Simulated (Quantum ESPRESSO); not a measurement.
Runs of Quantum ESPRESSO 7.5 on KI. The structure is cubic, space group Fm-3m (No. 225). Conventional cell: a = 7.066 Å, b = 7.066 Å, c = 7.066 Å, α = 90.00°, β = 90.00°, γ = 90.00°. I (site symmetry m-3m) has 6 K at 3.53 Å as nearest neighbours. Around K (site symmetry m-3m) lie 6 I at 3.53 Å. 

```tsv
task	level	potentials or basis	spin	cell	k mesh	cutoff (eV)	smearing	SCF threshold	form of the LDA correlation	q mesh for exact exchange	cutoff for exact exchange	share of exact exchange	mesh quality	pressure (GPa)	V0 of scaled cells (Å³/atom)	B0 (GPa)
phonons and Raman activities	PBE	SPMS 1.0 PBE	off	relaxed	2 × 2 × 2, shifted	912	fermi-dirac 0.05 eV	4e-10 Ry	-	-	-	-	coarse	0.0	-	-
equation of state	PBE	SSSP 1.3 efficiency PBE	off	as given	7 × 7 × 7	816	fermi-dirac 0.05 eV	4e-10 Ry	-	-	-	-	not flagged	-	(a)	(b)
band structure	LDA	PseudoDojo 0.4.1 SR LDA stringent	off	as given	7 × 7 × 7	1034	fermi-dirac 0.05 eV	4e-10 Ry	PW92	-	-	-	not flagged	-1.3	-	-
equation of state	rev-vdW-DF2	PseudoDojo 0.4.1 SR PBE standard	off	as given	7 × 7 × 7	1007	fermi-dirac 0.05 eV	4e-10 Ry	-	-	-	-	not flagged	-	43.57	13
dielectric tensor	PBE	PseudoDojo 0.4 FR PBE standard	SOC, no magnetisation	as given	6 × 6 × 6, shifted	1007	fermi-dirac 0.05 eV	4e-10 Ry	-	-	-	-	not flagged	0.6	-	-
phonons	LDA	JTH 2.0 LDA	off	relaxed	4 × 4 × 4, shifted	490	fermi-dirac 0.05 eV	4e-10 Ry	PW92	-	-	-	not flagged	0.0	-	-
```

Question: Estimate the missing entries.

Answer: (a) 46.30; (b) 11.

Caveats: some runs use coarse meshes; the potentials were made for another functional, which shifts forces and pressure (some runs); the cutoff is low for these files, which shifts pressure and relaxed volume (some runs).

Not every run made on this cell is shown here.
